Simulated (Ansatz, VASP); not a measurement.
Two plane-wave programs on Be

Contents of INCAR:

```
SYSTEM = Be
PREC     = Accurate       ! precision mode
ENCUT    = 520            ! plane-wave cutoff, eV
EDIFF    = 1E-6           ! SCF threshold, eV
ISMEAR   = -1             ! smearing method
SIGMA    = 0.1            ! smearing width, eV
LREAL    = .False.        ! projectors in reciprocal space
LASPH    = .True.         ! aspherical terms in the spheres
NELM     = 100            ! most SCF steps
ALGO     = Normal         ! electronic algorithm
ISIF     = 2              ! what is computed and relaxed
LWAVE    = .False.        ! write WAVECAR
LCHARG   = .False.        ! write CHGCAR
NBANDS   = 9              ! bands
```

File KPOINTS:

```
regular mesh
0
Gamma
  13 13 13
  0 0 0
```

File POSCAR:

```
Be
1.0
    0.0000000000      2.4445445362      2.4445445362
    2.4445445362      0.0000000000      2.4445445362
    2.4445445362      2.4445445362      0.0000000000
Be
2
Direct
    0.1250000000      0.1250000000      0.1250000000
    0.8750000000      0.8750000000      0.8750000000
```

Input for Ansatz:

```yaml
crystal:
  lattice:
    - [0.0, 2.4445445362, 2.4445445362]
    - [2.4445445362, 0.0, 2.4445445362]
    - [2.4445445362, 2.4445445362, 0.0]
  atoms:
    - { symbol: Be, position: [0.125, 0.125, 0.125] }
    - { symbol: Be, position: [0.875, 0.875, 0.875] }
hamiltonian:
  xc: lda
  pseudopotentials:
    kind: paw
    azcp:
      Be: "pseudopotentials/Be.paw.azcp"
basis:
  ecutwfc: 420
  fft_grid_basis: typed
kpoints:
  mp_grid: { grid: [13, 13, 13], shift: [0, 0, 0] }
magnetization:
  spin_polarized: false
scf:
  occupations: { method: fermi_dirac, width: 0.1 }
  lower_state_search: "off"
output:
  stress: true
```

Alike in both runs: task single point; functional LDA; k mesh 13 × 13 × 13; occupations fermi-dirac, width 0.1 eV; no spin polarisation.

```csv
,VASP,Ansatz
version,VASP 6.6.1,Ansatz 0.2.0
potentials or method,"VASP PAW LDA potentials, release 64 (Be)","plane waves (420 eV) with PAW, scalar-relativistic"
plane-wave cutoff (eV),520,420
valence electrons in the cell,4,4
```

|  | VASP | Ansatz | Ansatz less VASP |
| --- | --- | --- | --- |
| pressure (GPa) | -1.7 | -1.8 | -0.10 |

Ansatz warned: «pseudo_functional_mismatch».
